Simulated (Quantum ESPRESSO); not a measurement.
Crystal: C.

```
C
1.0
     2.52210    0.00000    0.00000
    -1.26105    2.18420    0.00000
     0.00000    0.00000   12.35570
C
12
Direct
  0.66667 0.33333 0.35417
  0.33333 0.66667 0.85417
  0.66667 0.33333 0.14583
  0.33333 0.66667 0.64583
  0.66667 0.33333 0.47917
  0.33333 0.66667 0.97917
  0.66667 0.33333 0.02083
  0.33333 0.66667 0.52083
  0.00000 0.00000 0.81250
  0.00000 0.00000 0.31250
  0.00000 0.00000 0.68750
  0.00000 0.00000 0.18750
```

This is a hexagonal form of diamond, not graphite.

| Quantity | Value |
| --- | --- |
| Program | Quantum ESPRESSO 7.5 |
| Task | single point |
| Functional | PBE |
| Potentials or basis | SSSP 1.3 efficiency PBE |
| Cutoff | 748 eV |
| Density cutoff | 5987 eV |
| k mesh | 12 × 12 × 3 |
| Occupations | fermi-dirac, width 0.05 eV |
| Spin | no spin polarisation |

On this cell: pressure 2.2 GPa; largest force 0.331 eV/Å; band gap on the k mesh 4.39 eV, indirect (least direct gap 5.31 eV).

The same run follows on a disturbed copy (atoms moved at random, drawn with an rms of 0.05 Å):

```
CELL_PARAMETERS angstrom
2.52210 0.00000 0.00000
-1.26105 2.18420 0.00000
0.00000 0.00000 12.35570
ATOMIC_POSITIONS crystal
C 0.65180 0.34143 0.35670
C 0.34464 0.67693 0.85167
C 0.66757 0.34422 0.14638
C 0.32935 0.66092 0.64744
C 0.67704 0.34422 0.47963
C 0.32873 0.66333 0.97839
C 0.63583 0.31801 0.02130
C 0.31992 0.67631 0.52207
C 0.99972 0.01464 0.81264
C 0.98091 0.98709 0.31766
C 0.99786 0.99593 0.68315
C 0.99394 0.01655 0.18348
```

Question: What changes?

Answer: The energy moves by +39.5 meV/atom; pressure 3.8 GPa; largest force 2.933 eV/Å; band gap on the k mesh 3.89 eV, indirect (least direct gap 4.59 eV).

Forces in eV/Å, atoms in the order of the input:
```
C    0.829 -1.540  0.188
C   -1.273  0.064  1.479
C   -1.118  0.087 -1.328
C   -0.207  0.362 -2.315
C   -2.151 -0.291  0.825
C   -1.245 -0.496  0.145
C    1.711  1.077 -0.767
C    2.040  0.031 -0.322
C    1.201 -0.509 -0.977
C   -0.447  1.952 -2.071
C   -0.237  0.121  2.485
C    0.897 -0.858  2.658
```

Stress tensor (GPa, compression positive):
```
 1.21  0.00  0.34
 0.00  1.80 -0.27
 0.34 -0.27  8.31
```

Caveats: an odd mesh through Γ misses points on the zone boundary, where band edges often lie.
